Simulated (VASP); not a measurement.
# Mo (Im-3m) in VASP: settings compared, part 2 of 2

VASP 6.6.1. The steps go on from the part before.

## 3. Relaxation of cell and atoms, LDA, target pressure 45 GPa, at which the enthalpy is minimised

The input, INCAR:

```
SYSTEM = Mo
PREC = Accurate
ENCUT = 600
EDIFF = 1E-6
ISMEAR = 1
SIGMA = 0.1
LREAL = .False.
LASPH = .True.
NELM = 80
ALGO = Normal
ISIF = 3
LWAVE = .False.
LCHARG = .False.
IBRION = 2
NSW = 90
EDIFFG = -0.01
PSTRESS = 450.0
```

The input, KPOINTS:

```
Automatic mesh
0
Gamma
  16 16 16
  0 0 0
```

The input, POSCAR:

```
Mo
1.0
   -1.5734150000      1.5734150000      1.5734150000
    1.5734150000     -1.5734150000      1.5734150000
    1.5734150000      1.5734150000     -1.5734150000
Mo
1
Direct
    0.0000000000      0.0000000000      0.0000000000
```

Potentials or basis: VASP PAW LDA potentials, release 64 (Mo_sv).

Started as:

```sh
$ cat potpaw_LDA.64/Mo_sv/POTCAR > POTCAR
$ mpirun -np 1 vasp_std > vasp.out
```

Wall time 70 s (1 thread of Intel Xeon 6975P-C (Granite Rapids), shared host); peak memory 0.16 GiB.

The run converged. Its results:

* Free energy: -11.9187 eV
* Relaxed volume: 13.40 Å³/atom
* Relaxed cell: a = 2.591 Å, b = 2.591 Å, c = 2.591 Å, α = 109.47°, β = 109.47°, γ = 109.47°
* Space group after relaxing (to 0.05 Å): Im-3m (No. 229)
* Energy change on relaxing (the enthalpy is what falls): +205.1 meV/atom
* Ionic steps: 16
* Pressure after relaxing: 45.0 GPa
* Band gap on the k mesh: none (metal or under the smearing width)

The path:
| step | energy change (eV) | largest force (eV/Å) | pressure (GPa) | volume (Å³) |
| --- | --- | --- | --- | --- |
| 1 | 0.0000 | 0.0000 | -8.37 | 15.58 |
| 2 | 16.5095 | 0.0000 | 1204.27 | 6.56 |
| 3 | 0.0584 | 0.0000 | 23.51 | 14.09 |
| 4 | 0.1230 | 0.0000 | 34.06 | 13.73 |
| 5 | 0.2076 | 0.0000 | 45.33 | 13.39 |
| 6 | 0.1960 | 0.0000 | 43.93 | 13.43 |
| 7 | 0.1967 | 0.0000 | 43.96 | 13.43 |
| 8 | 0.1988 | 0.0000 | 44.23 | 13.42 |
| 9 | 0.1988 | 0.0000 | 44.25 | 13.42 |
| 10 | 0.1989 | 0.0000 | 44.25 | 13.42 |
| 11 | 0.1991 | 0.0000 | 44.24 | 13.42 |
| 12 | 0.1994 | 0.0000 | 44.31 | 13.42 |
| 13 | 0.2000 | 0.0000 | 44.37 | 13.41 |
| 14 | 0.2013 | 0.0000 | 44.56 | 13.41 |
| 15 | 0.2039 | 0.0000 | 44.86 | 13.40 |
| 16 | 0.2051 | 0.0000 | 45.03 | 13.40 |

Final structure:
```cif
data_structure
_symmetry_space_group_name_H-M 'P 1'
_symmetry_Int_Tables_number 1
_cell_length_a 2.5914
_cell_length_b 2.5914
_cell_length_c 2.5914
_cell_angle_alpha 109.471
_cell_angle_beta 109.471
_cell_angle_gamma 109.471
_cell_volume 13.40
loop_
_atom_site_label
_atom_site_type_symbol
_atom_site_fract_x
_atom_site_fract_y
_atom_site_fract_z
_atom_site_occupancy
Mo1 Mo 0.00000 0.00000 0.00000 1
```

Levels at points of the mesh, in eV from the Fermi level:
```tsv
k point	band 4	band 5	band 6	band 7	band 8	band 9	band 10	band 11
(0.00, 0.00, 0.00)	-34.05	-7.69	-1.76	-1.76	-1.76	1.86	1.86	14.94
(0.50, 0.00, 0.00)	-34.09	-6.38	-4.28	2.01	2.38	2.77	5.93	12.18
(0.50, 0.50, 0.50)	-35.59	-6.83	-6.83	4.92	4.92	4.92	10.32	10.32
```

Caveat: the cell is relaxed towards a set pressure, so the enthalpy falls and the energy may rise.

## 4. Relaxation of cell and atoms, LDA, target pressure 45 GPa, at which the enthalpy is minimised

This run uses another cell than the first one, of 13.40 Å³/atom, 0.860 times its volume.

INCAR, as its differences from that of step 3:

```diff
@@ -3,3 +3,3 @@
 ENCUT = 600
-EDIFF = 1E-6
+EDIFF = 1E-7
 ISMEAR = 1
@@ -15,3 +15,3 @@
 NSW = 90
-EDIFFG = -0.01
+EDIFFG = -0.005
 PSTRESS = 450.0
```

KPOINTS is that of step 3.

The input, POSCAR:

```
Mo                                      
1.0
   -1.4961551410      1.4961551410      1.4961551410
    1.4961551410     -1.4961551410      1.4961551410
    1.4961551410      1.4961551410     -1.4961551410
  Mo            
     1
Direct
     0.0000000000000000    0.0000000000000000    0.0000000000000000
```

Potentials or basis: VASP PAW LDA potentials, release 64 (Mo_sv).

Started as:

```sh
$ cat potpaw_LDA.64/Mo_sv/POTCAR > POTCAR
$ mpirun -np 1 vasp_std > vasp.out
```

OUTCAR:

```text
SYSTEM = Mo
   PREC = Accurate
   ENCUT = 600
   EDIFF = 1E-7
   ISMEAR = 1
   LREAL = .False.
   LASPH = .True.
   NELM = 80
   ISIF = 3
   IBRION = 2
   NSW = 90
   EDIFFG = -0.005
   PSTRESS = 450.0

 ion  position               nearest neighbor table
   1  0.000  0.000  0.000-

  LATTYP: Found a body centered cubic cell.
 ALAT       =     2.9923102820

  Lattice vectors:

 A1 = (  -1.4961551410,   1.4961551410,   1.4961551410)
 A2 = (   1.4961551410,  -1.4961551410,   1.4961551410)
 A3 = (   1.4961551410,   1.4961551410,  -1.4961551410)

Analysis of symmetry for initial positions (statically):
=====================================================================
 Subroutine PRICEL returns:
 Original cell was already a primitive cell.

 Routine SETGRP: Setting up the symmetry group for a
 body centered cubic supercell.

 Subroutine GETGRP returns: Found 48 space group operations
 (whereof 48 operations were pure point group operations)
 out of a pool of 48 trial point group operations.

The static configuration has the point symmetry O_h .

Analysis of symmetry for dynamics (positions and initial velocities):
[... 174 lines left out ...]
      6      13.4210      2.00000
      7      13.4210      2.00000
      8      13.4210      2.00000
      9      17.0407     -0.00000
     10      17.0407     -0.00000
     11      30.1194      0.00000
[... 309 lines left out ...]
 k-point    24 :       0.2500    0.1875   -0.0000
  band No.  band energies     occupation
      1     -45.4629      2.00000
      2     -20.6616      2.00000
      3     -19.6174      2.00000
      4     -19.0747      2.00000
      5      10.3057      2.00000
      6      11.5703      2.00000
      7      13.2801      2.00000
      8      16.3645     -0.00000
      9      18.1095      0.00000
     10      20.9066      0.00000
     11      29.7914      0.00000

 [... further k-points ...]

------------------------ aborting loop because EDIFF is reached ----------------------------------------

  FORCE on cell =-STRESS in cart. coord.  units (eV):
  Direction    XX          YY          ZZ          XY          YZ          ZX
  --------------------------------------------------------------------------------------
  -------------------------------------------------------------------------------------
  Total        3.7610597      3.7610597      3.7610597     -0.0000000     -0.0000000      0.0000000
  in kB      449.8118903    449.8118903    449.8118903     -0.0000000     -0.0000000      0.0000000
  external PRESSURE =      -0.1881097 kB  Pullay stress =     450.0000000 kB

 VOLUME and BASIS-vectors are now :
 -----------------------------------------------------------------------------
  energy-cutoff  :      600.00
  volume of cell :       13.40
      direct lattice vectors                 reciprocal lattice vectors
    -1.496155141  1.496155141  1.496155141     0.000000000  0.334189942  0.334189942
     1.496155141 -1.496155141  1.496155141     0.334189942  0.000000000  0.334189942
     1.496155141  1.496155141 -1.496155141     0.334189942  0.334189942  0.000000000

 POSITION                                       TOTAL-FORCE (eV/Angst)
 -----------------------------------------------------------------------------------
      0.00000      0.00000      0.00000         0.000000      0.000000     -0.000000
 -----------------------------------------------------------------------------------
    total drift:                                0.000000      0.000000      0.000000

  FREE ENERGIE OF THE ION-ELECTRON SYSTEM (eV)
  ---------------------------------------------------
  free  energy   TOTEN  =       -11.9171834005 eV

  energy  without entropy=      -11.9163960512  energy(sigma->0) =      -11.91692095

  enthalpy is  TOTEN    =        -8.1545508319 eV   P V=        3.7626325687

 reached required accuracy - stopping structural energy minimisation
```

CONTCAR:

```text
Mo
   1.00000000000000
    -1.4961551410000000    1.4961551410000000    1.4961551410000000
     1.4961551410000000   -1.4961551410000000    1.4961551410000000
     1.4961551410000000    1.4961551410000000   -1.4961551410000000
  Mo
     1
Direct
     0.0000000000000000    0.0000000000000000    0.0000000000000000

  0.00000000E+00  0.00000000E+00  0.00000000E+00
```

Wall time 11 s (1 thread of Intel Xeon 6975P-C (Granite Rapids), shared host); peak memory 0.14 GiB.

What came out:

```
Free energy             : -11.9172 eV
Pressure after relaxing : 45.0 GPa
Band gap on the k mesh  : none (metal or under the smearing width)
```

Final structure:
```yaml
crystal:
  lattice:
    - [-1.49616, 1.49616, 1.49616]
    - [1.49616, -1.49616, 1.49616]
    - [1.49616, 1.49616, -1.49616]
  atoms:
    - { symbol: Mo, position: [0.00000, 0.00000, 0.00000] }
```

Caveat: the relaxation stopped at its first step, so nothing moved; the cell is relaxed towards a set pressure, so the enthalpy falls and the energy may rise.
